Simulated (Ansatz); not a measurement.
Set up this calculation in Ansatz 0.2.0, as the native input.

- Task: single point
- Functional: PBE
- Potentials or basis: all-electron LAPW, scalar-relativistic
- Cutoff: 281 eV (chosen from the basis error)
- Basis error allowed: 0.001 eV/atom
- k mesh: 11 × 11 × 6
- Occupations: gaussian, width 0.011 eV
- Spin: no spin polarisation

Crystal: Ru.

```
CELL_PARAMETERS angstrom
2.70580 0.00000 0.00000
-1.35290 2.34329 0.00000
0.00000 0.00000 4.28190
ATOMIC_POSITIONS crystal
Ru 0.66667 0.33333 0.75000
Ru 0.33333 0.66667 0.25000
```

The input as run:

input.yaml

```yaml
crystal:
  lattice:
    - [2.7058, 0.0, 0.0]
    - [-1.3529, 2.3432915376, 0.0]
    - [0.0, 0.0, 4.2819]
  atoms:
    - { symbol: Ru, position: [0.6666666667, 0.3333333333, 0.75] }
    - { symbol: Ru, position: [0.3333333333, 0.6666666667, 0.25] }
kpoints:
  mp_grid: { grid: [11, 11, 6] }
scf:
  occupations: { method: gaussian, width: 0.011 }
hamiltonian:
  xc: pbe
  pseudopotentials: { kind: all_electron, lapw: { basis_error: 0.001 } }
output:
  forces: true
  stress: true
  eigenvalues: true
```

Potentials or basis: all-electron LAPW, scalar-relativistic.

Launch:

```bash
$ ansatz run input.yaml --threads 1 --pin off --max-ram 3072MiB --backend cpu --events-out ev --progress --plain --runs-dir out
```

It gave:

```yaml
Pressure: 4.4 GPa
Band_gap_on_the_k_mesh: none (metal or under the smearing width)
```

Run time: 18 s on 1 thread of Intel(R) Xeon(R) Platinum 8259CL CPU @ 2.50GHz (Skylake/Cascade Lake), on a shared host, peak memory 0.41 GiB.
